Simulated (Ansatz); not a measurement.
## Fitting the r2SCAN+D4 energy curve of Li

```
CELL_PARAMETERS angstrom
-1.75465 1.75465 1.75465
1.75465 -1.75465 1.75465
1.75465 1.75465 -1.75465
ATOMIC_POSITIONS crystal
Li 0.00000 0.00000 0.00000
```

The cell was scaled at fixed shape and fractions and run with Ansatz, Ansatz PAW, cutoff 500 eV; r2SCAN+D4, k mesh 11 × 11 × 11 on the cell of 1 atom, fermi-dirac occupations of 0.05 eV, no spin polarisation, no spin-orbit coupling. The potentials were made for PBE. Energies are those that the program minimises, any entropy of the smearing included. For a metal such a mesh isn't converged to the digits shown.

| V (Å³/atom) | energy over the lowest row (meV/atom) |
| --- | --- |
| 20.3123 | 0.674 |
| 20.7445 | 0.000 |
| 21.1767 | 0.086 |
| 21.6088 | 0.867 |
| 22.0410 | ? |
| 22.4732 | 4.283 |
| 22.9054 | 6.815 |

**Question.** Fit the third-order Birch-Murnaghan form, give V0, B0 and B′, and predict the energy left open.

**Answer.** With y = (V0/V)^(2/3), E = E0 + (9 V0 B0/16) [(y - 1)³ B′ + (y - 1)² (6 - 4y)]. Least squares through the rows shown give V0 = 20.9081 Å³/atom, E0 = -0.053 meV, B0 = 13.17 GPa (1 eV/Å³ = 160.218 GPa) and B′ = 3.31, with a largest miss of 0.002 meV. At V = 22.0410 the form with these constants gives 2.285 meV; the run gave 2.283 meV an atom. Measured volume: 21.61 Å³/atom at 293 K (COD entry, Crystal Structures 1 7 1963), so the fit lies -3.2 % from it. The runs are for a static lattice.
